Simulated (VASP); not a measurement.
Here is a VASP 6.6.1 calculation.

INCAR

```
AGGAC = 0.0 ; ALGO = Normal
EDIFF = 1E-6 ; EDIFFG = -0.01
ENCUT = 600 ; GGA = MK
IBRION = 2 ; ISIF = 3
ISMEAR = -1 ; LASPH = T
LCHARG = F ; LREAL = F
LUSE_VDW = T ; LWAVE = F
NELM = 60 ; NSW = 60
PARAM1 = 0.1234 ; PARAM2 = 1.0
PREC = Accurate ; SIGMA = 0.05
```

The input KPOINTS:

```
k-points
0
Gamma
  7 7 4
```

Contents of POSCAR:

```
CdS
1.0
    4.1500000000      0.0000000000      0.0000000000
   -2.0750000000      3.5940054257      0.0000000000
    0.0000000000      0.0000000000      6.7370000000
Cd S
2 2
Direct
    0.6666666667      0.3333333333      0.5000000000
    0.3333333333      0.6666666667      0.0000000000
    0.6666666667      0.3333333333      0.8750000000
    0.3333333333      0.6666666667      0.3750000000
```

Potentials or basis: VASP PAW PBE potentials, release 64 (Cd, S).

Run with:

```sh
$ cat potpaw_PBE.64/Cd/POTCAR potpaw_PBE.64/S/POTCAR > POTCAR
$ mpirun -np 1 vasp_std > vasp.out
```

Q: Estimate the band gap on the k mesh.

A: 1.05 eV, direct.

Q: Estimate the relaxed cell.

A: a = 4.165 Å, b = 4.165 Å, c = 6.788 Å, α = 90.00°, β = 90.00°, γ = 120.00°.

Q: Estimate the space group after relaxing (to 0.05 Å).

A: P6_3mc (No. 186).

Final structure:
```
Cd S
1.0
     4.16470    0.00000    0.00000
    -2.08235    3.60673    0.00000
     0.00000    0.00000    6.78848
Cd S
2 2
Direct
  0.66667 0.33333 0.49965
  0.33333 0.66667 0.99965
  0.66667 0.33333 0.87535
  0.33333 0.66667 0.37535
```

 Zero-point motion and thermal expansion aren't in these numbers.
